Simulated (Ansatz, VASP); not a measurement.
Two plane-wave programs on CuI (Marshite)

```
I Cu
1.0
     0.00000    3.03150    3.03150
     3.03150    0.00000    3.03150
     3.03150    3.03150    0.00000
I Cu
1 1
Direct
  0.00000 0.00000 0.00000
  0.75000 0.75000 0.75000
```

Alike in both runs: functional PBEsol; k mesh 8 × 8 × 8; occupations fermi-dirac, width 0.05 eV; no spin polarisation.

```csv
,VASP,Ansatz
version,VASP 6.6.1,Ansatz 0.2.0
potentials or method,"VASP PAW PBE potentials, release 64 (I, Cu)",Ansatz PAW
plane-wave cutoff (eV),520,420
valence electrons in the cell,18,36
task,single point,band structure
```

Ansatz gave:

- gap on the k mesh at the Fermi level (eV): 1.01
- least direct gap on the mesh (eV): 1.01
- pressure (GPa): -2.6

Question: Estimate VASP's values.

Answer: gap on the k mesh at the Fermi level (eV): 1.03; least direct gap on the mesh (eV): 1.03; pressure (GPa): -2.5.

The two sets of potentials don't hold the same shells in valence.

Caveats: spin-orbit coupling is left out, which moves the levels of the heavy elements; the PAW data sets were made with another functional, which shifts forces and pressure a little (VASP); the PAW data sets come from PBE, with cores solved anew for the run's functional, which leaves a small shift of forces and pressure (Ansatz). As with any semilocal functional, this PBEsol gap is likely too small.
